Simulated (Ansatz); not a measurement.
# TiSi2 (Fddd) in Ansatz: further runs, part 2 of 2

Ansatz 0.2.0.

**4. Relaxation of cell and atoms, PBE**

The input, input.yaml:

```yaml
crystal:
  lattice:
    - [0.0, 4.1175163063, 4.2628978354]
    - [2.3895119538, 0.0, 4.2628978354]
    - [2.3895119538, 4.1175163063, 0.0]
  atoms:
    - { symbol: Ti, position: [0.75, 0.75, 0.75] }
    - { symbol: Ti, position: [0.5, 0.5, 0.5] }
    - { symbol: Si, position: [0.41256561, 0.08743439, 0.41256561] }
    - { symbol: Si, position: [0.08743439, 0.41256561, 0.08743439] }
    - { symbol: Si, position: [0.16256561, 0.83743439, 0.16256561] }
    - { symbol: Si, position: [0.83743439, 0.16256561, 0.83743439] }
hamiltonian:
  xc: pbe
  pseudopotentials: { kind: nc, accuracy: standard }
kpoints:
  mp_grid: { grid: [7, 7, 7] }
scf:
  occupations: { method: fermi_dirac, width: 0.05 }
output:
  forces: true
  stress: true
  eigenvalues: true
  write_density: true
  write_potential: true
  elf: true
  volumetric_format: npy
relax:
  f_tol: 0.01
  max_steps: 40
  cell: { stress_tol: 0.05 }
```

Potentials or basis: PseudoDojo standard (PBE files).

Started as:

```sh
$ ansatz run input.yaml --threads 2 --pin off --max-ram 5632MiB --backend cpu --events-out ev --progress --plain --runs-dir out
```

The program printed:

```text
Warning: RAYON_NUM_THREADS=2 ignored (pool sized by the plan → 2); use --threads N
Engine: ansatz 0.2.0, aarch64-unknown-linux-gnu
Pseudopotentials: kind: nc
Pseudopotential: Ti, nc, valence charge 12, recommended cutoff 1142.878222 eV (normal), Ti.nc.azcp (PseudoDojo's, or run here from an input of PseudoDojo's; its table is named by hamiltonian.pseudopotentials.accuracy)
Pseudopotential: Si, nc, valence charge 4, recommended cutoff 489.804952 eV (normal), Si.nc.azcp (PseudoDojo's, or run here from an input of PseudoDojo's; its table is named by hamiltonian.pseudopotentials.accuracy)
Functional definition: PBE
  parameter kappa = 0.804
  parameter beta = 0.06672455060314922
  exchange = pbe_x(kappa = kappa, mu = beta*pi^2/3)
  correlation = pbe_c(beta = beta)
Crystal: 6 atoms, lattice volume = 83.884 Å³
Basis set: ecut = 1142.878222 eV, 7337 PW (Γ), exchange–correlation on 144×108×108 points (8 copies of the dense FFT grid, shifted against one another)
Bands: 26, of which v1, the nominal top of the filled ones, is band 20 counted from 1 (19 counted from 0)
Symmetry: 8 space group operations
Space group: Fddd (ITA 70), of the structure as read, at distance tolerance 4.4e-5 Å
k-points: 64 of 343
Non-local potential: Ti, projectors of the file, l = 0: 2, l = 1: 2, l = 2: 2
Non-local potential: Si, projectors of the file, l = 0: 2, l = 1: 2, l = 2: 2
Initial density: superposition of atomic densities (chi_scale 0.1, normalization cell, long waves kept (reshape's long-wave potential 0.00 eV rms))
Initial wavefunctions: pseudopotential atomic-orbital guess
Functional: x = pbe(κ = 0.804, μ = 0.2195149727645171), c = pbe(β = 0.06672455060314922)
SCF iter   1: F=—  HF=-3694.760009 eV  |F-HF|=—  |Δ(HF+E_count)|=         —  Δρ=3.73e-2  dr2=2.01e0  ethr=3.10e-3  ⟨swp⟩=6.4  Hψ=7703  notcnv=0
preconditioner: auto → Kerker (q_TF=auto, 2.412 Å⁻¹)  [metal: Δε(μ)=0.027 eV  Ē_g=6.263 eV  σ=0.050 eV  W_gap=0.13  n_scr=16 (ndim 8)  ℏωp=19.9 eV  f_vac=0.000  D(μ)=2.33/eV (n_scr^D=16)]
SCF iter   2: F=—  HF=-3694.385117 eV  |F-HF|=—  |Δ(HF+E_count)|=   3.75e-1  Δρ=2.28e-2  dr2=5.34e-1  ethr=3.10e-3  ⟨swp⟩=1.3  Hψ=2206  notcnv=0  defer=4
SCF iter   3: F=—  HF=-3694.225530 eV  |F-HF|=—  |Δ(HF+E_count)|=   1.60e-1  Δρ=1.18e-2  dr2=1.78e-1  ethr=1.33e-3  ⟨swp⟩=3.9  Hψ=3439  notcnv=0  defer=16
SCF iter   4: F=—  HF=-3694.191577 eV  |F-HF|=—  |Δ(HF+E_count)|=   3.40e-2  Δρ=1.72e-3  dr2=1.44e-3  ethr=4.45e-4  ⟨swp⟩=2.5  Hψ=2509  notcnv=0  defer=16
SCF iter   5: F=—  HF=-3694.191577 eV  |F-HF|=—  |Δ(HF+E_count)|=   5.02e-7  Δρ=2.22e-4  dr2=3.16e-5  ethr=3.59e-6  ⟨swp⟩=2.3  Hψ=3010  notcnv=0  defer=16
SCF iter   6: F=—  HF=-3694.191684 eV  |F-HF|=—  |Δ(HF+E_count)|=   1.08e-4  Δρ=4.23e-5  dr2=1.31e-6  ethr=7.90e-8  ⟨swp⟩=2.3  Hψ=2507  notcnv=0  defer=16
SCF iter   7: F=-3694.191684 eV  HF=-3694.191684 eV  |F-HF|=5.99e-9  |Δ(HF+E_count)|=   7.69e-8  Δρ=5.52e-6  dr2=2.17e-8  ethr=2.50e-10  ⟨swp⟩=13.0  Hψ=13908  notcnv=0
SCF 1 converged in 7 iterations: F = -3694.191684 eV  dr2 = 2.17e-8
relax step   1: F+E_penalty+E_count = -3694.19168427 eV  Δ(F+E_penalty+E_count) = +0.000e0 eV  max|allowed force component| = 1.729e-2 eV/Å  Δτ_max = 0.0000 Å  P = +2.063 GPa  Ω = 83.884 Å³  (7 SCF iters, dr2 threshold 1.00e-7 eV, accepted)
Crystal: 6 atoms, lattice volume = 84.985 Å³
Basis set: ecut = 1142.878222 eV, 7445 PW (Γ), exchange–correlation on 144×108×108 points (8 copies of the dense FFT grid, shifted against one another)
Initial density: handed on by an earlier stage of this run
Initial wavefunctions: those handed on with the density
iter 1 solved again at ethr=3.78e-6 eV; its pass at ethr=3.10e-3 eV (dr2=1.51e-3 eV) is discarded
SCF iter   1: F=—  HF=-3694.200342 eV  |F-HF|=—  |Δ(HF+E_count)|=         —  Δρ=1.06e-3  dr2=1.34e-3  ethr=3.78e-6  ⟨swp⟩=3.5  Hψ=9983  notcnv=0
[... 29 lines left out ...]
preconditioner: auto → Kerker (q_TF=auto, 2.406 Å⁻¹)  [metal: Δε(μ)=0.009 eV  Ē_g=6.329 eV  σ=0.050 eV  W_gap=0.04  n_scr=16 (ndim 8)  ℏωp=19.7 eV  f_vac=0.000  D(μ)=2.44/eV (n_scr^D=16)]
SCF iter   2: F=—  HF=-3694.200366 eV  |F-HF|=—  |Δ(HF+E_count)|=   1.03e-4  Δρ=5.86e-6  dr2=7.31e-9  ethr=5.57e-11  ⟨swp⟩=2.7  Hψ=3106  notcnv=0
SCF iter   3: F=—  HF=-3694.200366 eV  |F-HF|=—  |Δ(HF+E_count)|=   4.18e-9  Δρ=1.18e-6  dr2=1.29e-9  ethr=1.83e-11  ⟨swp⟩=3.0  Hψ=2957  notcnv=0
SCF iter   4: F=—  HF=-3694.200366 eV  |F-HF|=—  |Δ(HF+E_count)|=  2.30e-10  Δρ=4.90e-7  dr2=6.17e-11  ethr=1.00e-12  ⟨swp⟩=6.7  Hψ=10048  notcnv=0
SCF iter   5: F=-3694.200366 eV  HF=-3694.200366 eV  |F-HF|=1.82e-12  |Δ(HF+E_count)|=  2.55e-11  Δρ=1.13e-7  dr2=1.58e-12  ethr=1.00e-12  ⟨swp⟩=6.2  Hψ=7705  notcnv=0
SCF 5 converged in 5 iterations: F = -3694.200366 eV  dr2 = 1.58e-12
relax step   5: F+E_penalty+E_count = -3694.20036637 eV  Δ(F+E_penalty+E_count) = -6.198e-5 eV  max|allowed force component| = 3.925e-4 eV/Å  Δτ_max = 0.0000 Å  P = +0.001 GPa  Ω = 84.995 Å³  stress off target by 2.31e-3 GPa  SCF on the basis re-selected at this cell (its energy is not comparable with the rows above)  (5 SCF iters)
basis re-selected at this cell: Δ(F+E_penalty+E_count) = -6.198e-5 eV, ΔP = +0.001 GPa vs the last step (what re-selecting the basis moved, of the pressure what is left beyond the Pulay correction that the steps carried, after the strain that the cell walked since its last selection, with what the two solves' SCF thresholds leave and, on support functions, any second-order correction that the steps lacked; it is no measure of the basis error at this ecutwfc). The dense FFT grid was sized anew with the basis: this SCF ran on 72×60×54 points, the steps before it on 72×54×54, so part of this shift can come from that change (see relax.cell in the input reference). This SCF's stress stands 2.31e-3 GPa from its target on what of the cell is left free (relax.cell.stress_tol is 5.00e-2 GPa) and its largest allowed force component is 3.93e-4 eV/Å (relax.f_tol is 1.00e-2 eV/Å): within both
SCF converged after 5 iterations
Free energy (F): -3694.200366 eV
Harris-Foulkes:  -3694.200366 eV  (|F-HF|=1.82e-12)
Internal energy: -3694.180116 eV  (E = F + TS)
E sigma→0 (E₀):  -3694.190241 eV
Entropy (-TS):   -0.020250 eV (-3.375 meV/atom)
Fermi energy:    12.465554 eV
--- Per-component energies (eV) ---
  E_band       = -220.741079
  E_kinetic    = 1457.958373
  E_local      = -2810.094081  (includes V_loc(G=0)·N_el)
  E_nonlocal   = 90.850875
  E_hartree    = 878.450477
  E_xc         = -650.466297
  E_vxc        = -716.357190  (∫ρ·V_xc dr)
  E_ewald      = -2660.879463
  E_smearing   = -0.020250  (= −TS)
  E_closure    = 0.000000  (closes the sum)
  Σ components = -3694.200366   (vs F -3694.200366, Δ=0.00e0)
--- Forces (eV/Å), atoms counted from 1 ---
  atom   1  Ti     0.00000000     0.00000000     0.00000000
  atom   2  Ti     0.00000000    -0.00000000     0.00000000
  atom   3  Si     0.00000000     0.00039254     0.00000000
  atom   4  Si     0.00000000    -0.00039254     0.00000000
  atom   5  Si     0.00000000     0.00039254     0.00000000
  atom   6  Si     0.00000000    -0.00039254     0.00000000
  max |Σ_I F_I| component: 0.00e0 eV/Å
--- Stress (GPa, compression-positive) ---
        0.002306       0.000000      -0.000000
        0.000000      -0.000028       0.000000
       -0.000000       0.000000       0.001019
  P = ⅓ Tr σ = 0.0011 GPa (0.011 kbar)
--- Band table (eV; the first three rows and the last of 64) ---
  k-point 0: bands = ["-43.8284", "-43.8014", "-20.2071", "-20.2060", "-20.1209", "-20.1064", "-20.0989", "-20.0858", "-0.0548", "5.7677", "6.7435", "7.1092", "7.4776", "8.7169", "8.7306", "9.9425", "10.2052", "10.4075", "10.6887", "11.1336", "11.5664", "14.5040", "15.5329", "15.7214", "15.8473", "15.8859"]
  k-point 1: bands = ["-43.8274", "-43.8024", "-20.2086", "-20.2028", "-20.1269", "-20.1065", "-20.0972", "-20.0857", "0.1566", "5.5014", "5.9217", "6.9750", "7.8275", "8.6397", "9.1633", "9.7254", "10.3092", "10.4241", "11.2061", "11.2969", "11.5492", "14.3024", "15.3656", "15.4334", "15.6164", "15.7570"]
  k-point 2: bands = ["-43.8247", "-43.8050", "-20.2130", "-20.1937", "-20.1420", "-20.1052", "-20.0948", "-20.0851", "0.7636", "4.5972", "5.0965", "6.8143", "7.6425", "8.3680", "9.4226", "9.9180", "10.7226", "11.1556", "11.3932", "11.7288", "12.3181", "13.7886", "14.9400", "15.0374", "15.2341", "15.2744"]
  k-point 63: bands = ["-43.8155", "-43.8142", "-20.1876", "-20.1812", "-20.1503", "-20.1413", "-20.0896", "-20.0859", "1.9678", "2.0016", "5.9490", "6.9430", "7.8939", "9.2209", "9.4285", "9.9133", "10.8062", "11.0225", "11.4594", "11.4980", "13.3448", "13.4150", "14.4981", "15.0414", "15.4266", "15.5967"]
--- Relaxed structure (4 steps of the walk, 4 accepted, 1 SCFs on fresh bases) ---
  F+E_penalty+E_count = -3694.20036637 eV   max|allowed force component| = 3.925e-4 eV/Å   (the final SCF, on the basis selected at the relaxed cell)
  cell:  # Å, volume = 84.9946 Å³
    - [-2.795104509681793e-18, 4.1231807335439425, 4.289360103499701]
    - [2.402903103308501, 1.7085509252261867e-33, 4.289360103499701]
    - [2.402903103308501, 4.1231807335439425, -1.5667594898807303e-18]
  atoms:
    - { symbol: Ti, position: [0.7499999999999999, 0.7500000000000001, 0.75] }
    - { symbol: Ti, position: [0.5, 0.5, 0.5] }
    - { symbol: Si, position: [0.4127279451964824, 0.08727205480351757, 0.4127279451964825] }
    - { symbol: Si, position: [0.08727205480351749, 0.4127279451964825, 0.08727205480351763] }
    - { symbol: Si, position: [0.16272794519648248, 0.8372720548035175, 0.16272794519648248] }
    - { symbol: Si, position: [0.8372720548035176, 0.16272794519648237, 0.8372720548035177] }
```

It took 1.7 min on 2 threads of Arm Neoverse V1, shared host; peak memory 0.82 GiB.

Results:

```
Free energy                            : -3694.2004 eV
Relaxed volume                         : 14.17 Å³/atom
Relaxed cell                           : a = 5.950 Å, b = 4.917 Å, c = 4.772 Å, α = 75.75°, β = 53.22°, γ = 51.03°
Space group after relaxing (to 0.05 Å) : Fddd (No. 70)
Energy gained by relaxing              : 1.4 meV/atom
Ionic steps                            : 5
Pressure after relaxing                : 0.0 GPa
Band gap on the k mesh                 : none (metal or under the smearing width)
```

Step by step:
```csv
step,energy change (eV),largest force (eV/Å),volume (Å³)
1,0.0000,0.0173,83.88
2,-0.0084,0.0070,84.98
3,-0.0086,0.0013,85.03
4,-0.0086,0.0004,84.99
5,-0.0087,0.0004,84.99
```

Final structure:
```xyz
6
Lattice="0.0000 4.1232 4.2894 2.4029 0.0000 4.2894 2.4029 4.1232 0.0000" Properties=species:S:1:pos:R:3 pbc="T T T"
Ti    3.6044    6.1848    6.4340
Ti    2.4029    4.1232    4.2894
Si    1.2015    3.4035    2.1447
Si    1.2015    0.7197    2.1447
Si    2.4029    1.3419    4.2894
Si    2.4029    6.9044    4.2894
```

Caveat: the plane-wave basis is chosen anew once the cell has moved, so the energies of steps on either side of that aren't comparable.

**5. Relaxation of cell and atoms, PBE**

input.yaml, as its differences from that of step 4:

```diff
@@ -14,3 +14,3 @@
   xc: pbe
-  pseudopotentials: { kind: nc, accuracy: standard }
+  pseudopotentials: { kind: nc, accuracy: stringent }
 kpoints:
```

Potentials or basis: PseudoDojo stringent (PBE files).

Started as:

```sh
$ ansatz run input.yaml --threads 2 --pin off --max-ram 5632MiB --backend cpu --events-out ev --progress --plain --runs-dir out
```

The program printed:

```text
Warning: The stringent table, which hamiltonian.pseudopotentials names, holds the potential of the library's standard table for Ti, Si (one content_sha256, or a second file that the publisher made of the same generator input, which states another). The run takes no other species from the library, so that hamiltonian.pseudopotentials.accuracy: standard would change no potential of it. The deck needs no change, but a comparison with a run at hamiltonian.pseudopotentials.accuracy: standard does not test the potential of Ti, Si. With hamiltonian.pseudopotentials.accuracy and source left out a run reads another potential of Ti, Si, from this project's own files. To test it, run on another potential, such as that of hamiltonian.pseudopotentials: {kind: paw}
Warning: RAYON_NUM_THREADS=2 ignored (pool sized by the plan → 2); use --threads N
Engine: ansatz 0.2.0, aarch64-unknown-linux-gnu
Pseudopotentials: kind: nc
Pseudopotential: Ti, nc, valence charge 12, recommended cutoff 1142.878222 eV (normal), Ti.nc.azcp (PseudoDojo's, or run here from an input of PseudoDojo's; its table is named by hamiltonian.pseudopotentials.accuracy)
Pseudopotential: Si, nc, valence charge 4, recommended cutoff 489.804952 eV (normal), Si.nc.azcp (PseudoDojo's, or run here from an input of PseudoDojo's; its table is named by hamiltonian.pseudopotentials.accuracy)
Functional definition: PBE
  parameter kappa = 0.804
  parameter beta = 0.06672455060314922
  exchange = pbe_x(kappa = kappa, mu = beta*pi^2/3)
  correlation = pbe_c(beta = beta)
Crystal: 6 atoms, lattice volume = 83.884 Å³
Basis set: ecut = 1142.878222 eV, 7337 PW (Γ), exchange–correlation on 144×108×108 points (8 copies of the dense FFT grid, shifted against one another)
Bands: 26, of which v1, the nominal top of the filled ones, is band 20 counted from 1 (19 counted from 0)
Symmetry: 8 space group operations
Space group: Fddd (ITA 70), of the structure as read, at distance tolerance 4.4e-5 Å
k-points: 64 of 343
Non-local potential: Ti, projectors of the file, l = 0: 2, l = 1: 2, l = 2: 2
Non-local potential: Si, projectors of the file, l = 0: 2, l = 1: 2, l = 2: 2
Initial density: superposition of atomic densities (chi_scale 0.1, normalization cell, long waves kept (reshape's long-wave potential 0.00 eV rms))
Initial wavefunctions: pseudopotential atomic-orbital guess
Functional: x = pbe(κ = 0.804, μ = 0.2195149727645171), c = pbe(β = 0.06672455060314922)
SCF iter   1: F=—  HF=-3694.760009 eV  |F-HF|=—  |Δ(HF+E_count)|=         —  Δρ=3.73e-2  dr2=2.01e0  ethr=3.10e-3  ⟨swp⟩=6.4  Hψ=7703  notcnv=0
preconditioner: auto → Kerker (q_TF=auto, 2.412 Å⁻¹)  [metal: Δε(μ)=0.027 eV  Ē_g=6.263 eV  σ=0.050 eV  W_gap=0.13  n_scr=16 (ndim 8)  ℏωp=19.9 eV  f_vac=0.000  D(μ)=2.33/eV (n_scr^D=16)]
SCF iter   2: F=—  HF=-3694.385118 eV  |F-HF|=—  |Δ(HF+E_count)|=   3.75e-1  Δρ=2.28e-2  dr2=5.34e-1  ethr=3.10e-3  ⟨swp⟩=1.3  Hψ=2206  notcnv=0  defer=4
[... 61 lines left out ...]
  E_nonlocal   = 90.850875
  E_hartree    = 878.450477
  E_xc         = -650.466297
  E_vxc        = -716.357190  (∫ρ·V_xc dr)
  E_ewald      = -2660.879463
  E_smearing   = -0.020250  (= −TS)
  E_closure    = -0.000000  (closes the sum)
  Σ components = -3694.200366   (vs F -3694.200366, Δ=0.00e0)
--- Forces (eV/Å), atoms counted from 1 ---
  atom   1  Ti     0.00000000     0.00000000     0.00000000
  atom   2  Ti     0.00000000    -0.00000000     0.00000000
  atom   3  Si     0.00000000     0.00039256     0.00000000
  atom   4  Si     0.00000000    -0.00039256     0.00000000
  atom   5  Si     0.00000000     0.00039256     0.00000000
  atom   6  Si     0.00000000    -0.00039256     0.00000000
  max |Σ_I F_I| component: 0.00e0 eV/Å
--- Stress (GPa, compression-positive) ---
        0.002306       0.000000      -0.000000
        0.000000      -0.000028       0.000000
       -0.000000       0.000000       0.001019
  P = ⅓ Tr σ = 0.0011 GPa (0.011 kbar)
--- Band table (eV; the first three rows and the last of 64) ---
  k-point 0: bands = ["-43.8284", "-43.8014", "-20.2071", "-20.2060", "-20.1209", "-20.1064", "-20.0989", "-20.0858", "-0.0548", "5.7677", "6.7435", "7.1092", "7.4776", "8.7169", "8.7306", "9.9425", "10.2052", "10.4075", "10.6887", "11.1336", "11.5664", "14.5040", "15.5329", "15.7214", "15.8473", "15.8859"]
  k-point 1: bands = ["-43.8274", "-43.8024", "-20.2086", "-20.2028", "-20.1269", "-20.1065", "-20.0972", "-20.0857", "0.1566", "5.5014", "5.9217", "6.9750", "7.8275", "8.6397", "9.1633", "9.7254", "10.3092", "10.4241", "11.2061", "11.2969", "11.5492", "14.3024", "15.3656", "15.4334", "15.6164", "15.7570"]
  k-point 2: bands = ["-43.8247", "-43.8050", "-20.2130", "-20.1937", "-20.1420", "-20.1052", "-20.0948", "-20.0851", "0.7636", "4.5972", "5.0965", "6.8143", "7.6425", "8.3680", "9.4226", "9.9180", "10.7226", "11.1556", "11.3932", "11.7288", "12.3181", "13.7886", "14.9400", "15.0374", "15.2341", "15.2744"]
  k-point 63: bands = ["-43.8155", "-43.8142", "-20.1876", "-20.1812", "-20.1503", "-20.1413", "-20.0896", "-20.0859", "1.9678", "2.0016", "5.9490", "6.9430", "7.8939", "9.2209", "9.4285", "9.9133", "10.8062", "11.0225", "11.4594", "11.4980", "13.3448", "13.4150", "14.4981", "15.0414", "15.4266", "15.5967"]
--- Relaxed structure (4 steps of the walk, 4 accepted, 1 SCFs on fresh bases) ---
  F+E_penalty+E_count = -3694.20036637 eV   max|allowed force component| = 3.926e-4 eV/Å   (the final SCF, on the basis selected at the relaxed cell)
  cell:  # Å, volume = 84.9946 Å³
    - [-2.7951046357916697e-18, 4.123180732684097, 4.289360105619256]
    - [2.402903103393837, 1.8161979468655804e-33, 4.289360105619256]
    - [2.402903103393837, 4.123180732684097, -1.566759560569985e-18]
  atoms:
    - { symbol: Ti, position: [0.7499999999999998, 0.75, 0.7500000000000001] }
    - { symbol: Ti, position: [0.5, 0.5, 0.5] }
    - { symbol: Si, position: [0.41272794484940817, 0.08727205515059183, 0.41272794484940833] }
    - { symbol: Si, position: [0.08727205515059172, 0.4127279448494083, 0.08727205515059183] }
    - { symbol: Si, position: [0.16272794484940822, 0.8372720551505918, 0.16272794484940822] }
    - { symbol: Si, position: [0.8372720551505919, 0.1627279448494081, 0.8372720551505919] }
```

rho_z.tsv:

```text
# z_ang	rho[e/angstrom^3]
# format = ansatz-planar-average/11
# lattice	-0.000000000	4.123180733	4.289360106
# lattice	2.402903103	0.000000000	4.289360106
# lattice	2.402903103	4.123180733	-0.000000000
# sites	6
# site	22	3.604354655	6.184771099	6.434040158
# site	22	2.402903103	4.123180733	4.289360106
# site	14	1.201451552	3.403503820	2.144680053
# site	14	1.201451552	0.719676913	2.144680053
# site	14	2.402903103	1.341913454	4.289360106
# site	14	2.402903103	6.904448012	4.289360106
0.000000	2.970749e-1
0.088375	2.923915e-1
0.176751	2.883898e-1
0.265126	2.848721e-1
0.353501	2.818934e-1
0.441877	2.796364e-1
[... 46 lines left out ...]
4.595519	3.113857e-1
4.683895	3.030267e-1
```

Wall time 1.8 min (2 threads of Arm Neoverse V1, shared host); peak memory 0.82 GiB.

What came out:

| Quantity | Value |
| --- | --- |
| Free energy | -3694.2004 eV |
| Relaxed volume | 14.17 Å³/atom |
| Relaxed cell | a = 5.950 Å, b = 4.917 Å, c = 4.772 Å, α = 75.75°, β = 53.22°, γ = 51.03° |
| Space group after relaxing (to 0.05 Å) | Fddd (No. 70) |
| Energy gained by relaxing | 1.4 meV/atom |
| Ionic steps | 5 |
| Pressure after relaxing | 0.0 GPa |
| Band gap on the k mesh | none (metal or under the smearing width) |

Step by step:
| step | energy change (eV) | largest force (eV/Å) | volume (Å³) |
| --- | --- | --- | --- |
| 1 | 0.0000 | 0.0173 | 83.88 |
| 2 | -0.0084 | 0.0070 | 84.98 |
| 3 | -0.0086 | 0.0013 | 85.03 |
| 4 | -0.0086 | 0.0004 | 84.99 |
| 5 | -0.0087 | 0.0004 | 84.99 |

Final structure:
```
Ti Si
1.0
     0.00000    4.12318    4.28936
     2.40290    0.00000    4.28936
     2.40290    4.12318    0.00000
Ti Si
2 4
Direct
  0.75000 0.75000 0.75000
  0.50000 0.50000 0.50000
  0.41273 0.08727 0.41273
  0.08727 0.41273 0.08727
  0.16273 0.83727 0.16273
  0.83727 0.16273 0.83727
```

Levels at points of the mesh, in eV from the Fermi level:
| k point | band 16 | band 17 | band 18 | band 19 | band 20 | band 21 | band 22 | band 23 | band 24 | band 25 |
| --- | --- | --- | --- | --- | --- | --- | --- | --- | --- | --- |
| (0.00, 0.00, 0.00) | -2.52 | -2.26 | -2.06 | -1.78 | -1.33 | -0.90 | 2.04 | 3.07 | 3.26 | 3.38 |

Caveat: the plane-wave basis is chosen anew once the cell has moved, so the energies of steps on either side of that aren't comparable.

**6. The runs side by side**

| potentials or basis | cutoff (eV) | gap on the mesh (eV) | pressure (GPa) | relaxed volume (Å³/atom) |
| --- | --- | --- | --- | --- |
| JTH PAW | 1230 | none | 0.0 | 14.18 |
| SPMS NC | 707 | none | 0.0 | 14.16 |
| PseudoDojo standard (PBE files) | 1143 | none | 0.0 | 14.17 |
| PseudoDojo stringent (PBE files) | 1143 | none | 0.0 | 14.17 |

Alike in all rows: task relaxation of cell and atoms; level PBE; no spin polarisation; cell relaxed; k mesh 7 × 7 × 7; smearing fermi-dirac 0.05 eV.

Caveats: the plane-wave basis is chosen anew once the cell has moved, so the energies of steps on either side of that aren't comparable.

Total energies depend on the potentials used, so only differences within one code and one set of settings carry meaning.
